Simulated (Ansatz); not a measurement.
Crystal: Mg.

```
CELL_PARAMETERS angstrom
3.20930 0.00000 0.00000
-1.60465 2.77934 0.00000
0.00000 0.00000 5.21030
ATOMIC_POSITIONS crystal
Mg 0.66667 0.33333 0.75000
Mg 0.33333 0.66667 0.25000
```

```yaml
Program: Ansatz 0.2.0
Task: relaxation of cell and atoms
Functional: PBE
Potentials_or_basis: Ansatz PAW
Cutoff: "420 eV (not typed: the program's choice for these potentials)"
k_mesh: 10 × 10 × 5
Occupations: fermi-dirac, width 0.05 eV
Spin: no spin polarisation
```

At the start: volume 23.24 Å³/atom.

Where does the relaxation end?

It ends after 5 steps and the volume is 23.02 Å³/atom (-0.9 %); space group P6_3/mmc (No. 194, to 0.05 Å).

Step by step:
```csv
step,energy change (eV),largest force (eV/Å),volume (Å³)
1,0.0000,0.0000,46.47
2,-0.0034,0.0000,46.08
3,-0.0054,0.0000,46.10
4,-0.0054,0.0000,46.05
5,-0.0054,0.0000,46.05
```

Final structure:
```cif
data_structure
_symmetry_space_group_name_H-M 'P 1'
_symmetry_Int_Tables_number 1
_cell_length_a 3.1681
_cell_length_b 3.1681
_cell_length_c 5.2977
_cell_angle_alpha 90.000
_cell_angle_beta 90.000
_cell_angle_gamma 120.000
_cell_volume 46.05
loop_
_atom_site_label
_atom_site_type_symbol
_atom_site_fract_x
_atom_site_fract_y
_atom_site_fract_z
_atom_site_occupancy
Mg1 Mg 0.66667 0.33333 0.75000 1
Mg2 Mg 0.33333 0.66667 0.25000 1
```

Caveat: the plane-wave basis is chosen anew once the cell has moved, so the energies of steps on either side of that aren't comparable.
